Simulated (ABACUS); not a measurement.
# Sn (Immm) in ABACUS: convergence with radius

Aim: find how far radius must go before the results for Sn settle, at PBE. This setting moves, with any that are tied to it; all else stays.

All numbers are computed with ABACUS 3.10.1; they aren't measurements. Logs are shortened: lines on timing, memory, paths and dates and some standing lists are left out, and cuts for length are marked.

## (1) The structure

It takes space group Immm (No. 71, orthorhombic). The conventional cell has a = 3.453 Å, b = 3.551 Å, c = 4.677 Å, α = 90.00°, β = 90.00°, γ = 90.00°. Around Sn (site symmetry mmm) lie 12 Sn at 3.41 to 3.55 Å.

This isn't the form of Sn at room conditions, which is tetragonal (white tin).

## (2) With radius 4.5 bohr

INPUT

```
INPUT_PARAMETERS
suffix              Sn
calculation         scf
basis_type          lcao
pseudo_dir          ./
orbital_dir         ./
symmetry            1
dft_functional      pbe
ecutwfc             103
pseudo_rcut         7
nspin               1
nbands              15
ks_solver           genelpa
smearing_method     mp
smearing_sigma      0.00734986
scf_thr             1e-07
scf_nmax            100
mixing_type         broyden
mixing_beta         0.7
cal_force           1
cal_stress          1
out_mul             1
```

STRU

```
ATOMIC_SPECIES
Sn 118.7100 Sn.upf

NUMERICAL_ORBITAL
Sn_confined-atom_4.5au_3s3p2d.orb

LATTICE_CONSTANT
1.8897261246

LATTICE_VECTORS
-1.7265390000 1.7755470000 2.3383420000
1.7265390000 -1.7755470000 2.3383420000
1.7265390000 1.7755470000 -2.3383420000

ATOMIC_POSITIONS
Direct

Sn
0.0
1
0.0000000000 0.0000000000 0.0000000000 1 1 1
```

KPT

```
K_POINTS
0
Gamma
10 10 10 0 0 0
```

Potentials or basis: PseudoDojo NC SR 0.5 PBE stringent, DZP LCAO (the cutoffs set its grid).

On the command line:

```console
$ OMP_NUM_THREADS=1 mpirun -np 4 abacus > log
```

It took 1.5 s on 4 MPI ranks of Intel Xeon 6975P-C (Granite Rapids), shared host; peak memory 0.36 GiB.

Results:

```yaml
Free_energy: -6023.6264 eV
Pressure: -64.2 GPa
Band_gap_on_the_k_mesh: none (metal or under the smearing width)
```

## (3) With radius 5 bohr

INPUT is that of step 2.

STRU, as its differences from that of step 2:

```diff
@@ -4,3 +4,3 @@
 NUMERICAL_ORBITAL
-Sn_confined-atom_4.5au_3s3p2d.orb
+Sn_confined-atom_5au_3s3p2d.orb
```

KPT is that of step 2.

Potentials or basis: PseudoDojo NC SR 0.5 PBE stringent, DZP LCAO (the cutoffs set its grid).

On the command line:

```console
$ OMP_NUM_THREADS=1 mpirun -np 4 abacus > log
```

It took 1.5 s on 4 MPI ranks of Intel Xeon 6975P-C (Granite Rapids), shared host; peak memory 0.36 GiB.

What came out:

- Free energy: -6027.4230 eV
- Pressure: -23.2 GPa
- Band gap on the k mesh: none (metal or under the smearing width)

## (4) With radius 6 bohr

INPUT is that of step 3.

STRU, as its differences from that of step 3:

```diff
@@ -4,3 +4,3 @@
 NUMERICAL_ORBITAL
-Sn_confined-atom_5au_3s3p2d.orb
+Sn_confined-atom_6au_3s3p2d.orb
```

KPT is that of step 3.

On the command line:

```console
$ OMP_NUM_THREADS=1 mpirun -np 4 abacus > log
```

It took 1.7 s on 4 MPI ranks of Intel Xeon 6975P-C (Granite Rapids), shared host; peak memory 0.36 GiB.

What came out:

- Free energy: -6028.9840 eV
- Pressure: -3.6 GPa
- Band gap on the k mesh: none (metal or under the smearing width)

## (5) With radius 7 bohr

INPUT is that of step 4.

STRU, as its differences from that of step 4:

```diff
@@ -4,3 +4,3 @@
 NUMERICAL_ORBITAL
-Sn_confined-atom_6au_3s3p2d.orb
+Sn_confined-atom_7au_3s3p2d.orb
```

KPT is that of step 4.

On the command line:

```console
$ OMP_NUM_THREADS=1 mpirun -np 4 abacus > log
```

It took 2.2 s on 4 MPI ranks of Intel Xeon 6975P-C (Granite Rapids), shared host; peak memory 0.36 GiB.

Results (log left out):

- Free energy: -6029.1632 eV
- Pressure: -0.6 GPa
- Band gap on the k mesh: none (metal or under the smearing width)

## (6) With radius 8 bohr

INPUT is that of step 5.

STRU, as its differences from that of step 5:

```diff
@@ -4,3 +4,3 @@
 NUMERICAL_ORBITAL
-Sn_confined-atom_7au_3s3p2d.orb
+Sn_confined-atom_8au_3s3p2d.orb
```

KPT is that of step 5.

Potentials or basis: PseudoDojo NC SR 0.5 PBE stringent, DZP LCAO (the cutoffs set its grid).

On the command line:

```console
$ OMP_NUM_THREADS=1 mpirun -np 4 abacus > log
```

Run time: 2.9 s. Hardware: 4 MPI ranks of Intel Xeon 6975P-C (Granite Rapids), shared host; peak memory 0.4 GiB.

Results (log left out):

```yaml
Free_energy: -6029.1456 eV
Pressure: 0.5 GPa
Band_gap_on_the_k_mesh: none (metal or under the smearing width)
```

## (7) With radius 9 bohr

INPUT is that of step 6.

STRU, as its differences from that of step 6:

```diff
@@ -4,3 +4,3 @@
 NUMERICAL_ORBITAL
-Sn_confined-atom_8au_3s3p2d.orb
+Sn_confined-atom_9au_3s3p2d.orb
```

KPT is that of step 6.

On the command line:

```console
$ OMP_NUM_THREADS=1 mpirun -np 4 abacus > log
```

It took 4.8 s on 4 MPI ranks of Intel Xeon 6975P-C (Granite Rapids), shared host; peak memory 0.4 GiB.

It converged, with:

```
Free energy            : -6029.1356 eV
Pressure               : -0.3 GPa
Band gap on the k mesh : none (metal or under the smearing width)
```

## (8) With radius 10 bohr

INPUT is that of step 7.

STRU, as its differences from that of step 7:

```diff
@@ -4,3 +4,3 @@
 NUMERICAL_ORBITAL
-Sn_confined-atom_9au_3s3p2d.orb
+Sn_confined-atom_10au_3s3p2d.orb
```

KPT is that of step 7.

Potentials or basis: PseudoDojo NC SR 0.5 PBE stringent, DZP LCAO (the cutoffs set its grid).

On the command line:

```console
$ OMP_NUM_THREADS=1 mpirun -np 4 abacus > log
```

running log:

```text
ABACUS v3.10.1

               Atomic-orbital Based Ab-initio Computation at UStc

 ------------------------------------------------------------------------------------

 READING GENERAL INFORMATION
                           global_out_dir = OUT.Sn/
                           global_in_card = INPUT
                               pseudo_dir = ./
                              orbital_dir = ./
                                    DSIZE = 4
                                    GSIZE = 1

 READING UNITCELL INFORMATION
                                    ntype = 1
                  lattice constant (Bohr) = 1.88973
              lattice constant (Angstrom) = 1

 READING ATOM TYPE 1
                               atom label = Sn
                      L=0, number of zeta = 3
                      L=1, number of zeta = 3
                      L=2, number of zeta = 2
             number of atom for this type = 1

                        TOTAL ATOM NUMBER = 1
DIRECT COORDINATES
    atom                   x                   y                   z     mag                  vx                  vy                  vz
taud_Sn1            0.0000000000        0.0000000000        0.0000000000  0.0000        0.0000000000        0.0000000000        0.0000000000

                          Volume (Bohr^3) = 193.497
                             Volume (A^3) = 28.6732

 Lattice vectors: (Cartesian coordinate: in unit of a_0)
             -1.72654            +1.77555            +2.33834
             +1.72654            -1.77555            +2.33834
             +1.72654            +1.77555            -2.33834
 Reciprocal vectors: (Cartesian coordinate: in unit of 2 pi/a_0)
                   +0           +0.281603           +0.213827
            +0.289597                  +0           +0.213827
            +0.289597           +0.281603                  +0
 The esolver type has been set to : ksdft_lcao

                PAO radial cut off (Bohr) = 7

 Read in pseudopotential file is Sn.upf
                     pseudopotential type = NC
          exchange-correlation functional = PBE
                 nonlocal core correction = 1
                        valence electrons = 22
                                     lmax = 2
                           number of zeta = 5
                     number of projectors = 6
                           L of projector = 0
                           L of projector = 0
                           L of projector = 1
                           L of projector = 1
                           L of projector = 2
                           L of projector = 2
     initial pseudo atomic orbital number = 13

 SETUP THE ELECTRONS NUMBER
            electron number of element Sn = 22
      total electron number of element Sn = 22
            AUTOSET number of electrons:  = 22
                           occupied bands = 11
                                   NLOCAL = 22
[... 180 lines left out ...]
                                   glayer = [ 6, 6, 6 ]
                             glayer_minus = [ 5, 5, 5 ]

Find the coordinate range of the input atom(unit:lat0).
                                  min_tau = [ -25.9, -26.6, -35.1 ]
                                  max_tau = [ 25.9, 26.6, 35.1 ]
                                BoxNumber = [ 11, 11, 11 ]

 SETUP EXTENDED REAL SPACE GRID FOR GRID INTEGRATION
                          real space grid = [ 45, 45, 45 ]
                 big cell numbers in grid = [ 15, 15, 15 ]
             meshcell numbers in big cell = [ 3, 3, 3 ]
                        extended fft grid = [ 29, 29, 33 ]
                dimension of extened grid = [ 74, 74, 82 ]
                            UnitCellTotal = 175
              Atom number in sub-FFT-grid = 1
    Local orbitals number in sub-FFT-grid = 22
                                ParaV.nnr = 30129
                                 init_chg = atomic

 LCAO ALGORITHM --------------- ION=   1  ELEC=   1--------------------------------

 Density error is 0.011377300647
----------------------------------------------------------
     Energy           Rydberg                 eV
----------------------------------------------------------
 E_KohnSham     -443.1328875480      -6029.1322418454
 E_Harris       -444.6695428023      -6050.0395091659
 E_Fermi        0.9119613598         12.4078708491
----------------------------------------------------------
[... 58 lines left out ...]
 Density error is 4.23538336947e-08
----------------------------------------------------------
     Energy           Rydberg                 eV
----------------------------------------------------------
 E_KohnSham     -443.1339014134      -6029.1460361924
 E_KS(sigma->0) -443.1338982997      -6029.1459938281
 E_Harris       -443.1339022014      -6029.1460469134
 E_band         -54.0053390871       -734.7803340067
 E_one_elec     -290.7612616931      -3956.0099166952
 E_Hartree      143.2695914190       1949.2827934304
 E_xc           -53.9760290682       -734.3815507416
 E_Ewald        -241.6661927299      -3288.0372350931
 E_entropy(-TS) -0.0000093412        -0.0001270929
 E_descf        0.0000000000         0.0000000000
 E_exx          0.0000000000         0.0000000000
 E_Fermi        0.9053958957         12.3185431280
----------------------------------------------------------

 charge density convergence is achieved
 final etot is -6029.1460362 eV
 EFERMI = 12.318543128 eV

 STATE ENERGY(eV) AND OCCUPATIONS    NSPIN == 1
 1/171 kpoint (Cartesian) = 0.0000 0.0000 0.0000 (855 pws)
       1       -117.336     0.00200000
       2       -73.1096     0.00200000
       3       -73.1038     0.00200000
       4       -73.1022     0.00200000
       5       -9.33369     0.00200000
       6       -9.31761     0.00200000
       7       -9.29717     0.00200000
       8       -9.26760     0.00200000
       9       -9.23417     0.00200000
      10        1.49408     0.00200000
      11        19.5095   -5.61457e-89
      12        19.6665   -5.73717e-89
      13        20.0325   -6.02294e-89
      14        23.3908   -8.64496e-89
      15        23.9586   -9.08835e-89
[... 71 lines left out ...]
       2       -73.1109     0.00400000
       3       -73.1043     0.00400000
       4       -73.1032     0.00400000
       5       -9.31713     0.00400000
       6       -9.31573     0.00400000
       7       -9.29939     0.00400000
       8       -9.20021     0.00400000
       9       -9.17665     0.00400000
      10        5.42047     0.00400000
      11        7.87396     0.00400000
      12        17.7375   -8.46197e-89
      13        18.5215   -9.68623e-89
      14        21.9930   -1.51073e-88
      15        22.4944   -1.58902e-88

[... levels at 165 further k points ...]

 correction force for each atom along direction 1 is 3.13570e-13
 correction force for each atom along direction 2 is -3.10369e-13
 correction force for each atom along direction 3 is 9.50646e-14
------------------------------------------------------------------------------------------
 TOTAL-FORCE (eV/Angstrom)
------------------------------------------------------------------------------------------
                       Sn1         0.0000000000         0.0000000000         0.0000000000
------------------------------------------------------------------------------------------

----------------------------------------------------------------
 TOTAL-STRESS (KBAR)
----------------------------------------------------------------
         6.0687633308        -0.0000000000        -0.0000000000
         0.0000000000       -13.3850290939         0.0000000000
         0.0000000000         0.0000000000        -5.3324627662
----------------------------------------------------------------
 TOTAL-PRESSURE: -4.216243 KBAR

 --------------------------------------------
 !FINAL_ETOT_IS -6029.1460361924391691 eV
 --------------------------------------------
```

Wall time 7.2 s (4 MPI ranks of Intel Xeon 6975P-C (Granite Rapids), shared host); peak memory 0.44 GiB.

What came out:

| Property | Result |
| --- | --- |
| Free energy | -6029.1460 eV |
| Pressure | -0.4 GPa |
| Band gap on the k mesh | none (metal or under the smearing width) |

## (9) The series at a glance

```csv
radius,"energy less the tightest run, at zero smearing (meV/atom)",pressure (GPa),SCF cycles,CPU time (s)
4.5 bohr,5519.57,-64.17,8,5.5
5 bohr,1722.94,-23.21,7,5.5
6 bohr,161.99,-3.60,7,6.6
7 bohr,-17.14,-0.61,7,8.3
8 bohr,0.40,0.49,7,11
9 bohr,10.41,-0.27,7,18
10 bohr,0.00,-0.42,7,28
```

Not settled before the last step: the energy (to 1 meV/atom), the pressure (to 0.1 GPa). The tightest run that finished is the yardstick and may itself not be fully converged.

Caveats: the atomic orbitals were generated for these runs and aren't a published set; the basis of atomic orbitals isn't converged, which shifts pressures, moduli and gaps.
